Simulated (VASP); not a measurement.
Crystal: C.

```
C
1.0
     2.12732   -1.22828    0.00000
     2.12732    1.22828    0.00000
    -1.37907    0.00000    3.50283
C
2
Direct
  0.16664 0.16664 0.99991
  0.83336 0.83336 0.00009
```

This is a stacking variant of graphite.

Program: VASP 6.6.1. Alike in all runs: task single point; level PBE0(alpha); potentials or basis VASP PAW PBE potentials, release 64 (C); no spin polarisation; cell as given; k mesh 7 × 7 × 4; cutoff (eV) 520; smearing fermi-dirac 0.05 eV; the mesh is coarse, so values aren't converged.

Q: Order these runs on this cell by their band gap on the k mesh, lowest first.
A. share of exact exchange 0.05
B. share of exact exchange 0.1
C. share of exact exchange 0.5
D. share of exact exchange 0.25
E. share of exact exchange 0.4

A: A (2.53 eV), B (2.76 eV), D (3.44 eV), E (4.12 eV), C (4.58 eV).

Caveats: all runs use coarse meshes; an odd mesh through Γ misses points on the zone boundary, where band edges often lie.
